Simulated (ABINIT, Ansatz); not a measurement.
# A GW chain in ABINIT: CaO (Lime), part 2 of 3

How does a plane-wave GW calculation on CaO (Lime) run from the first input to the gap?

ABINIT 10.8.3; PBE and many-body steps on it, plane waves. Known limits of the many-body steps: not at the basis limit.

So far. Step 2 (Ground state): The gap is indirect, with the least direct gap 0.37 eV higher.

### 3. Bands along the symmetry lines

Level of this step: DFT, PBE, plane waves, norm-conserving pseudopotentials (ABINIT).

Levels along a band path, at the cheap level, show where the edges lie and whether the meshes to come will hold them.

File run.abi:

```
acell 3*1.0 Angstrom
rprim 
  -0.000000000000 2.406500000000 2.406500000000
  2.406500000000 -0.000000000000 2.406500000000
  2.406500000000 2.406500000000 -0.000000000000
ntypat 2
znucl 20 8
natom 2
typat 1 2
xred 
  0.000000000000 0.000000000000 0.000000000000
  0.500000000000 0.500000000000 0.500000000000
pp_dirpath "pseudos"
pseudos "Ca.upf, O.upf"
ecut 36
iscf -2
irdden 1
kptopt 0
nkpt 50
kpt 
  0.00000000 0.00000000 0.00000000
  0.06250000 0.00000000 0.06250000
  0.12500000 0.00000000 0.12500000
  0.18750000 0.00000000 0.18750000
  0.25000000 0.00000000 0.25000000
  0.31250000 0.00000000 0.31250000
  0.37500000 0.00000000 0.37500000
  0.43750000 0.00000000 0.43750000
  0.50000000 0.00000000 0.50000000
  0.51562500 0.03125000 0.51562500
  0.53125000 0.06250000 0.53125000
  0.54687500 0.09375000 0.54687500
  0.56250000 0.12500000 0.56250000
  0.57812500 0.15625000 0.57812500
  0.59375000 0.18750000 0.59375000
  0.60937500 0.21875000 0.60937500
  0.62500000 0.25000000 0.62500000
  0.37500000 0.37500000 0.75000000
  0.32812500 0.32812500 0.65625000
  0.28125000 0.28125000 0.56250000
  0.23437500 0.23437500 0.46875000
  0.18750000 0.18750000 0.37500000
  0.14062500 0.14062500 0.28125000
  0.09375000 0.09375000 0.18750000
  0.04687500 0.04687500 0.09375000
  0.00000000 0.00000000 0.00000000
  0.06250000 0.06250000 0.06250000
  0.12500000 0.12500000 0.12500000
  0.18750000 0.18750000 0.18750000
  0.25000000 0.25000000 0.25000000
  0.31250000 0.31250000 0.31250000
  0.37500000 0.37500000 0.37500000
  0.43750000 0.43750000 0.43750000
  0.50000000 0.50000000 0.50000000
  0.50000000 0.46875000 0.53125000
  0.50000000 0.43750000 0.56250000
  0.50000000 0.40625000 0.59375000
  0.50000000 0.37500000 0.62500000
  0.50000000 0.34375000 0.65625000
  0.50000000 0.31250000 0.68750000
  0.50000000 0.28125000 0.71875000
  0.50000000 0.25000000 0.75000000
  0.50000000 0.21875000 0.71875000
  0.50000000 0.18750000 0.68750000
  0.50000000 0.15625000 0.65625000
  0.50000000 0.12500000 0.62500000
  0.50000000 0.09375000 0.59375000
  0.50000000 0.06250000 0.56250000
  0.50000000 0.03125000 0.53125000
  0.50000000 0.00000000 0.50000000
istwfk *1
nband 15
nbdbuf 2
tolwfr 1e-08
nstep 40
prtwf 0
prtvol 0
indata_prefix "in"
outdata_prefix "out"
tmpdata_prefix "tmp"
```

On the command line:

```sh
$ OMP_NUM_THREADS=1 mpirun -n 8 abinit run.abi > log
```

Numbers of over 12 decimals in the logs are rounded to 6 here.

What it wrote:

```text
.Version 10.8.3 of ABINIT. v10.8.2 released Aug 2026.

 Symmetries : space group Fm -3 m (#225); Bravais cF (face-center cubic)
[... echo of the input left out ...]
== DATASET  1 ==================================================================
-   mpi_nproc: 8, omp_nthreads: 1 (-1 if OMP is not activated)

--- !DatasetInfo
iteration_state: {dtset: 1, }
dimensions: {natom: 2, nkpt: 50, mband: 15, nsppol: 1, nspinor: 1, nspden: 1, mpw: 1964, }
cutoff_energies: {ecut:  36.0, pawecutdg:  -1.0, }
electrons: {nelect:   1.60000000E+01, charge:   0.00000000E+00, occopt:   1.00000000E+00, tsmear:   1.00000000E-02, }

 Real(R)+Recip(G) space primitive vectors, cartesian coordinates (Bohr,Bohr^-1):
 R(1)=  0.0000000  4.5476259  4.5476259  G(1)= -0.1099475  0.1099475  0.1099475
 R(2)=  4.5476259  0.0000000  4.5476259  G(2)=  0.1099475 -0.1099475  0.1099475
 R(3)=  4.5476259  4.5476259  0.0000000  G(3)=  0.1099475  0.1099475 -0.1099475
 Unit cell volume ucvol=  1.8809801E+02 bohr^3
 Angles (23,13,12)=  6.00000000E+01  6.00000000E+01  6.00000000E+01 degrees

 getcut: wavevector=  0.0000  0.0000  0.0000  ngfft=  36  36  36
         ecut(hartree)=     36.000   => boxcut(ratio)=   2.07246

--- Pseudopotential description ------------------------------------------------
- Ca Generated using ONCVPSP code by D. R. Hamann
- 20.00000  10.00000  171031                  znucl, zion, pspdat
12 -101130 2 -1 1766                          pspcod,pspxc,lmax,lloc,mmax
     nproj     2     2     2
  pspatm : epsatm=   12.33471919
         --- l  ekb(1:nproj) -->
             0   10.063789    0.972391
             1    3.049878    0.471799
             2   -3.406671   -1.078890
 pspatm: atomic psp has been read  and splines computed

- O Generated using ONCVPSP code by D. R. Hamann
-  8.00000   6.00000  171031                  znucl, zion, pspdat
12 -101130 2 -1 936                           pspcod,pspxc,lmax,lloc,mmax
     nproj     2     2     1
  pspatm : epsatm=    6.19545534
         --- l  ekb(1:nproj) -->
[...]
2   -1.331955
 pspatm: atomic psp has been read  and splines computed

--------------------------------------------------------------------------------

================================================================================
 prteigrs : about to open file out_EIG
 Non-SCF case, kpt    1 (  0.00000  0.00000  0.00000), residuals and eigenvalues=
  1.62E-09  1.56E-09  5.40E-09  5.32E-09  1.82E-09  2.53E-09  3.79E-09  5.35E-09
  1.18E-09  3.88E-09  7.88E-09  5.10E-09  6.00E-09  7.83E-09  7.63E-09
 -1.1984E+00 -4.9133E-01 -4.9133E-01 -4.9133E-01 -3.8219E-01  1.8612E-01
  1.8612E-01  1.8612E-01  3.5937E-01  4.1497E-01  4.1497E-01  4.1497E-01
[...]
Non-SCF case, kpt    2 (  0.06250  0.00000  0.06250), residuals and eigenvalues=
  2.66E-09  4.09E-09  2.02E-09  5.11E-09  6.28E-09  2.51E-09  3.47E-09  6.62E-09
[...]
3.83E-09  5.53E-09  1.77E-09  3.07E-09  2.90E-09  2.90E-09  3.36E-09  3.11E-09
  1.40E-09  2.87E-09  7.71E-09  1.66E-09  3.06E-09  7.58E-09  4.54E-08
[...]
Non-SCF case, kpt   49 (  0.50000  0.03125  0.53125), residuals and eigenvalues=
[...]
Non-SCF case, kpt   50 (  0.50000  0.00000  0.50000), residuals and eigenvalues=
[...]
-1.1936E+00 -5.1294E-01 -4.9951E-01 -4.9951E-01 -3.7352E-01  1.3836E-01
  1.7235E-01  1.7235E-01  3.2070E-01  4.8094E-01  5.1203E-01  5.3511E-01
[...]
--- !ResultsGS
iteration_state: {dtset: 1, }
comment   : Summary of ground state results
lattice_vectors:
- [ -0.0000000,   4.5476259,   4.5476259, ]
- [  4.5476259,  -0.0000000,   4.5476259, ]
- [  4.5476259,   4.5476259,  -0.0000000, ]
lattice_lengths: [   6.43131,    6.43131,    6.43131, ]
lattice_angles: [ 60.000,  60.000,  60.000, ] # degrees, (23, 13, 12)
lattice_volume:   1.8809801E+02
convergence: {deltae:  0.000E+00, res2:  0.000E+00, residm:  9.931E-09, diffor:  0.000E+00, }
etotal    :  -5.53869081E+01
entropy   :   0.00000000E+00
fermie    :   1.86115127E-01
cartesian_stress_tensor: null
pressure_GPa: null
xred      :
- [  0.0000E+00,   0.0000E+00,   0.0000E+00, Ca]
- [  5.0000E-01,   5.0000E-01,   5.0000E-01,  O]
cartesian_forces: null
force_length_stats: {min: null, max: null, mean: null, }

 Integrated electronic density in atomic spheres:
 ------------------------------------------------
 Atom  Sphere_radius  Integrated_density
[...]
================================================================================

 ----iterations are completed or convergence reached----

 Mean square residual over all n,k,spin=   47.443E-10; max=  99.313E-10
 reduced coordinates (array xred) for    2 atoms
       0.000000000000      0.000000000000      0.000000000000
       0.500000000000      0.500000000000      0.500000000000

 cartesian coordinates (angstrom) at end:
    1      0.000000     0.000000     0.000000
    2      2.406500     2.406500     2.406500
 length scales=  1.889726125908  1.889726125908  1.889726125908 bohr
              =  1.000000000000  1.000000000000  1.000000000000 angstroms
 prteigrs : about to open file out_EIG
 Eigenvalues (hartree) for nkpt=  50  k points:
 kpt#   1, nband= 15, wtk=  1.00000, kpt=  0.0000  0.0000  0.0000 (reduced coord)
[...]
kpt#   2, nband= 15, wtk=  1.00000, kpt=  0.0625  0.0000  0.0625 (reduced coord)
[...]
kpt#   3, nband= 15, wtk=  1.00000, kpt=  0.1250  0.0000  0.1250 (reduced coord)
[...]
kpt#  49, nband= 15, wtk=  1.00000, kpt=  0.5000  0.0313  0.5313 (reduced coord)
  -1.19360   -0.51282   -0.49980   -0.49964   -0.37299    0.13846    0.17099    0.17154
   0.32280    0.48187    0.51324    0.53097    0.53512    0.60227    0.67945
 kpt#  50, nband= 15, wtk=  1.00000, kpt=  0.5000  0.0000  0.5000 (reduced coord)
  -1.19360   -0.51294   -0.49951   -0.49951   -0.37352    0.13836    0.17235    0.17235
   0.32070    0.48094    0.51203    0.53511    0.53511    0.59844    0.67927

== END DATASET(S) ==============================================================
================================================================================

 -outvars: echo values of variables after computation  --------
            nband          15
             nkpt          50
          spgroup         225
 [... the other variables as echoed above ...]

 Calculation completed.
```

Wall time 8.2 s (8 MPI ranks of Arm Neoverse N1, shared host); peak memory 0.47 GiB.

This step gave:

* gap: 3.662 eV
* k of the valence top: 0, 0, 0
* k of the conduction bottom: 0.5, 0, 0.5
* least direct gap: 4.037 eV

The gap is 3.662 eV, as in the run before at this level.

The electronic bands at the labelled points (eV, zero at the top of the highest filled band; v1 is the highest filled band, c1 the lowest empty one):

```
    point      v4     v3     v2     v1    c1    c2    c3    c4
        Γ  -15.46   0.00   0.00   0.00  4.71  6.23  6.23  6.23
  halfway  -14.95  -1.66  -0.30  -0.30  4.72  6.60  8.04  8.04
        X  -15.23  -1.30  -0.37  -0.37  3.66  8.02  8.87  9.50
  halfway  -15.12  -1.28  -0.69  -0.50  4.09  8.21  8.91  9.12
        U  -14.87  -1.32  -1.20  -0.77  5.14  7.97  8.54  9.02
jump to K  -14.87  -1.32  -1.20  -0.77  5.14  7.97  8.54  9.02
  halfway  -14.71  -1.79  -0.92  -0.55  6.10  7.02  7.20  8.02
        Γ  -15.46   0.00   0.00   0.00  4.71  6.23  6.23  6.23
  halfway  -14.82  -1.52  -0.65  -0.65  6.25  6.84  7.17  7.17
        L  -14.30  -2.61  -1.18  -1.18  7.03  8.33  8.33  8.49
  halfway  -14.58  -2.03  -1.11  -1.04  6.74  6.82  8.73  8.91
        W  -14.86  -1.27  -1.05  -1.05  6.31  6.31  8.36  9.50
  halfway  -15.04  -1.25  -0.84  -0.66  4.49  8.25  8.28  9.38
        X  -15.23  -1.30  -0.37  -0.37  3.66  8.02  8.87  9.50
```

The electronic bands as a text plot (rows in eV, shown from -8.0 to 7.7 only):

```
    7.4 |+   +  +++        +  +++++   ++    +++     ++      +
    6.7 |  ++ ++            ++  +++++    ++++++++++++++++  +
    6.1 |++  +             +  +++++++++++++++            +++
    5.4 |  +++            +        ++    ++                 +
    4.8 |++   ++         +           ++++                    +
    4.1 |       +++    ++                                     ++
    3.5 |          ++++                                         +
    2.8 |
    2.2 |
    1.5 |
    0.8 |
    0.2 |****                        ****
   -0.5 | *  **************   ********  *****                ****
   -1.1 |  ***     ****************        * ********************
   -1.8 |     *****        ******           ***       ***
   -2.4 |                                      *******
   -3.1 |
   -3.7 |
   -4.4 |
   -5.1 |
   -5.7 |
   -6.4 |
   -7.0 |
   -7.7 |
         Γ           X  U|K            Γ         L        W     X
```

### 4. Empty states on the mesh, 6×6×6 mesh, 168 bands

The sums over transitions need many empty states on a uniform mesh; this step solves for them.

File run.abi:

```
acell 3*1.0 Angstrom
rprim 
  -0.000000000000 2.406500000000 2.406500000000
  2.406500000000 -0.000000000000 2.406500000000
  2.406500000000 2.406500000000 -0.000000000000
ntypat 2
znucl 20 8
natom 2
typat 1 2
xred 
  0.000000000000 0.000000000000 0.000000000000
  0.500000000000 0.500000000000 0.500000000000
pp_dirpath "pseudos"
pseudos "Ca.upf, O.upf"
ecut 36
ngkpt 6 6 6
nshiftk 1
shiftk 0 0 0
kptopt 1
chksymbreak 0
irdden 1
istwfk *1
nband 168
prtvol 0
optdriver 6
gwr_task "HDIAGO"
paral_kgb 0
occopt 1
indata_prefix "in"
outdata_prefix "out"
tmpdata_prefix "tmp"
```

What it wrote:

```text
[banner, memory and clock lines left out]
.Version 10.8.3 of ABINIT. v10.8.2 released Aug 2026.

 Symmetries : space group Fm -3 m (#225); Bravais cF (face-center cubic)
[... echo of the input left out ...]
== DATASET  1 ==================================================================
-   mpi_nproc: 8, omp_nthreads: 1 (-1 if OMP is not activated)

--- !DatasetInfo
iteration_state: {dtset: 1, }
dimensions: {natom: 2, nkpt: 16, mband: 168, nsppol: 1, nspinor: 1, nspden: 1, mpw: 1964, }
cutoff_energies: {ecut:  36.0, pawecutdg:  -1.0, }
electrons: {nelect:   1.60000000E+01, charge:   0.00000000E+00, occopt:   1.00000000E+00, tsmear:   1.00000000E-02, }

.Using double precision arithmetic; gwpc =  8

- Reading GS density from: in_DEN

--- Pseudopotential description ------------------------------------------------
- Ca Generated using ONCVPSP code by D. R. Hamann
- 20.00000  10.00000  171031                  znucl, zion, pspdat
12 -101130 2 -1 1766                          pspcod,pspxc,lmax,lloc,mmax
     nproj     2     2     2
  pspatm : epsatm=   12.33471919
         --- l  ekb(1:nproj) -->
             0   10.063789    0.972391
             1    3.049878    0.471799
             2   -3.406671   -1.078890
 pspatm: atomic psp has been read  and splines computed

- O Generated using ONCVPSP code by D. R. Hamann
-  8.00000   6.00000  171031                  znucl, zion, pspdat
12 -101130 2 -1 936                           pspcod,pspxc,lmax,lloc,mmax
     nproj     2     2     1
  pspatm : epsatm=    6.19545534
         --- l  ekb(1:nproj) -->
             0    6.056735    0.824024
             1   -4.717130   -1.149271
             2   -1.331955
 pspatm: atomic psp has been read  and splines computed

   2.96482793E+02                                ecore*ucvol(ha*bohr**3)

 Total charge density [el/Bohr^3]
)     Maximum=    9.2154E-01  at reduced coord.    0.4444    0.5556    0.5556
)     Minimum=    5.1365E-03  at reduced coord.    0.2500    0.2500    0.2500
   Integrated=    1.6000E+01

 === KS gaps after direct diagonalization ===
 Indirect band gap semiconductor
 Fundamental gap:     3.662 (eV)
   VBM:     5.064 (eV) at k: [ 0.0000E+00,  0.0000E+00,  0.0000E+00]
   CBM:     8.727 (eV) at k: [ 5.0000E-01,  5.0000E-01,  0.0000E+00]
 Direct gap:         4.037 (eV) at k: [ 5.0000E-01,  5.0000E-01,  0.0000E+00]

== END DATASET(S) ==============================================================

 -outvars: echo values of variables after computation  --------
           etotal      0.0000000000E+00
            nband         168
             nkpt          16
          spgroup         225
 [... the other variables as echoed above ...]

 Calculation completed.
```

Elapsed: 28 s, on 8 MPI ranks; peak memory 2.1 GiB; 3.7 min of CPU time.

Numbers from this step:

| Property | Result |
| --- | --- |
| gap | 3.662 eV |
| k of the valence top | 0, 0, 0 |
| k of the conduction bottom | 0.5, 0.5, 0 |
| least direct gap | 4.037 eV |
| k points computed | 16 |
| lowest point of the top converged band, above the valence top | 164.3910 eV |

On this mesh the gap is 3.662 eV.

### 5. Screening, 6×6×6 mesh, 160 bands, screening to 239.5 eV

The RPA dielectric matrix is built and inverted for each q.

This step: RPA screening on PBE, plane waves, norm-conserving pseudopotentials.

Edit run.abi of step 4 so:

```diff
@@ -20,10 +20,11 @@
 chksymbreak 0
-irdden 1
 istwfk *1
-nband 168
-prtvol 0
-optdriver 6
-gwr_task "HDIAGO"
-paral_kgb 0
 occopt 1
+irdwfk 1
+optdriver 3
+nband 160
+ecuteps 8.8
+inclvkb 2
+awtr 1
+symchi 1
 indata_prefix "in"
```

What it wrote:

```text
.Version 10.8.3 of ABINIT. v10.8.2 released Aug 2026.

 Symmetries : space group Fm -3 m (#225); Bravais cF (face-center cubic)
[... echo of the input left out ...]
== DATASET  1 ==================================================================
-   mpi_nproc: 8, omp_nthreads: 1 (-1 if OMP is not activated)

--- !DatasetInfo
iteration_state: {dtset: 1, }
dimensions: {natom: 2, nkpt: 16, mband: 160, nsppol: 1, nspinor: 1, nspden: 1, mpw: 1964, }
cutoff_energies: {ecut:  36.0, pawecutdg:  -1.0, }
electrons: {nelect:   1.60000000E+01, charge:   0.00000000E+00, occopt:   1.00000000E+00, tsmear:   1.00000000E-02, }

 SCREENING: Calculation of the susceptibility and dielectric matrices

 Based on a program developped by R.W. Godby, V. Olevano, G. Onida, and L. Reining.
 Incorporated in ABINIT by V. Olevano, G.-M. Rignanese, and M. Torrent.
.Using double precision arithmetic ; gwpc =  8

[... cell and pseudopotentials left out ...]
--------------------------------------------------------------------------------

 ==== K-mesh for the wavefunctions ====
 Number of points in the irreducible wedge :    16
[... list of points left out ...]
 Together with 48 symmetry operations and time-reversal symmetry
 yields   216 points in the full Brillouin Zone.

 ==== Q-mesh for the screening function ====
 Number of points in the irreducible wedge :    16
[... list of points left out ...]
 Together with 48 symmetry operations and time-reversal symmetry
 yields   216 points in the full Brillouin Zone.

 setmesh: FFT mesh size selected  =    25x   25x   25
          total number of points  =        15625

 vcoul_init : cutoff-mode = AUXILIARY_FUNCTION
 q-points for optical limit:   1
     1)      0.000010    0.000020    0.000030

- screening: taking advantage of time-reversal symmetry
- Maximum band index for partially occupied states nbvw = 8
- Remaining bands to be divided among processors   nbcw = 152
- Number of bands treated by each node ~19

 Number of electrons calculated from density =   16.0000; Expected =   16.0000
 average of density, n =  0.085062
 r_s =    1.4106
 omega_plasma =   28.1335 [eV]

 calculating chi0 at frequencies [eV] :
  1    0.000000E+00    0.000000E+00
  2    0.000000E+00    2.813348E+01

--------------------------------------------------------------------------------
  q-point number  1        q = ( 0.000000, 0.000000, 0.000000) [r.l.u.]
--------------------------------------------------------------------------------
[... chi0 elements left out ...]
 For q-point:  0.000010 0.000020 0.000030
  dielectric constant =   3.5669
  dielectric constant without local fields =   3.9233

  Average fulfillment of the sum rule on Im[epsilon] for q-point    1 :     81.51  [%]
[... wings left out ...]
  q-point number  2        q = ( 0.166667, 0.000000, 0.000000) [r.l.u.]
--------------------------------------------------------------------------------
[... chi0 elements left out ...]
  Average fulfillment of the sum rule on Im[epsilon] for q-point    2 :     87.37  [%]

 [... 14 further q-points ...]
```

It took 3.1 min on 8 MPI ranks; peak memory 1.7 GiB.

Numbers from this step:

```yaml
eps_infinity_with_local_fields_on_this_mesh_along_the_program_s_q_direction: 3.567
the_same_without_local_fields: 3.923
plasma_frequency: 28.13 eV
plane_waves_in_the_screening_matrix: 259
```

Local fields lower ε∞ by 9 %.

[end of part 2 of 3]

[Paths, hosts, dates, memory and timing lines, banners, echoed tables and standing remarks are left out of the program output.]

[Logs are printed without paths, hosts, clocks, repeated set-up lines and the standing remarks that a program may print on its own settings, such as how far it seeks lower states.]

[Runs of the session that timed out or met a known fault of the program may be left out.]

[Hosts, paths, dates, database ids (printed as entryN), source tags and the programs' standing remarks are cut or masked in the printed files.]

[G0W0 gaps are taken among the corrected bands and points alone; a level outside them can change the order at an edge.]

[Where Ansatz stands beside ABINIT at settings called matched, ABINIT's density can come from a denser mesh and the files from another edition; pairs whose starting gaps differed by over 0.03 eV were left out, so agreement reads better than it is.]
